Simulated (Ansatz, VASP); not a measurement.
# CdS: VASP beside Ansatz

```xyz
2
Lattice="0.0000 -2.9121 -2.9121 2.9121 0.0000 -2.9121 2.9121 -2.9121 0.0000" Properties=species:S:1:pos:R:3 pbc="T T T"
Cd    0.0000    0.0000    0.0000
S     4.3681   -4.3681   -4.3681
```

Alike in both runs: functional PBEsol; k mesh 8 × 8 × 8; occupations gaussian, width 0.02 eV; no spin polarisation.

Ansatz relaxed the structure, and its values are those at the end. VASP's run is a single point on that final structure, the one shown.

|  | VASP | Ansatz |
| --- | --- | --- |
| version | VASP 6.6.1 | Ansatz 0.2.0 |
| potentials or method | VASP PAW PBE potentials, release 64 (Cd, S) | scalar-relativistic, plane waves, PAW |
| plane-wave cutoff (eV) | 520 | 420 |
| valence electrons in the cell | 18 | 26 |

|  | VASP | Ansatz | Ansatz less VASP |
| --- | --- | --- | --- |
| gap on the k mesh at the Fermi level (eV) | 1.02 | 1.01 | -0.005 |
| least direct gap on the mesh (eV) | 1.02 | 1.01 | -0.005 |
| pressure (GPa) | 0.4 | 0.0 | -0.39 |

The two sets of potentials don't hold the same shells in valence.

Caveats: the PAW data sets were made with another functional, which shifts forces and pressure a little (VASP).
